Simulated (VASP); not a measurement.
Set up this calculation in VASP 6.6.1, as the native input.

| Item | Value |
| --- | --- |
| Task | relaxation of cell and atoms |
| Functional | PBE |
| Potentials or basis | VASP PAW PBE potentials, release 64 (Ga_d, As) |
| Cutoff | 600 eV |
| k mesh | 10 × 10 × 10 |
| Occupations | gaussian, width 0.03 eV |
| Spin | no spin polarisation |
| Further INCAR settings | ALGO = Normal; EDIFF = 1e-06; IBRION = 2; EDIFFG = -0.01; NSW = 90; ISIF = 3 |

The structure of GaAs lies in POSCAR:

```
GaAs
1.0
    0.0000000000      2.8268500000      2.8268500000
    2.8268500000      0.0000000000      2.8268500000
    2.8268500000      2.8268500000      0.0000000000
Ga As
1 1
Direct
    0.0000000000      0.0000000000      0.0000000000
    0.2500000000      0.2500000000      0.2500000000
```

One way to write it, as run:

INCAR

```
PREC     = Accurate       # precision mode
ENCUT    = 600            # plane-wave cutoff, eV
EDIFF    = 1E-6           # SCF threshold, eV
ISMEAR   = 0              # smearing method
SIGMA    = 0.03           # smearing width, eV
LREAL    = False          # projectors in reciprocal space
LASPH    = True           # aspherical terms in the spheres
NELM     = 80             # most SCF steps
ALGO     = Normal         # electronic algorithm
ISIF     = 3              # what is computed and relaxed
LWAVE    = False          # write WAVECAR
LCHARG   = False          # write CHGCAR
GGA      = PE             # functional
IBRION   = 2              # ionic algorithm
NSW      = 90             # ionic steps
EDIFFG   = -0.01          # ionic threshold
KPAR     = 2
```

KPOINTS

```
Automatic mesh
0
Gamma
  10 10 10
```

Potentials or basis: VASP PAW PBE potentials, release 64 (Ga_d, As).

Run with:

```bash
$ cat potpaw_PBE.64/Ga_d/POTCAR potpaw_PBE.64/As/POTCAR > POTCAR
$ mpirun -np 2 vasp_std > vasp.out
```

Results of the run:

| Item | Value |
| --- | --- |
| Relaxed volume | 23.77 Å³/atom |
| Relaxed cell | a = 4.066 Å, b = 4.066 Å, c = 4.066 Å, α = 60.00°, β = 60.00°, γ = 60.00° |
| Space group after relaxing (to 0.05 Å) | F-43m (No. 216) |
| Energy gained by relaxing | 12.1 meV/atom |
| Ionic steps | 3 |
| Pressure after relaxing | -0.1 GPa |
| Band gap on the k mesh | 0.15 eV, direct |

Wall time 30 s on 2 MPI ranks on Intel(R) Xeon(R) Platinum 8488C (Sapphire Rapids) (shared host), peak memory 0.19 GiB a rank.
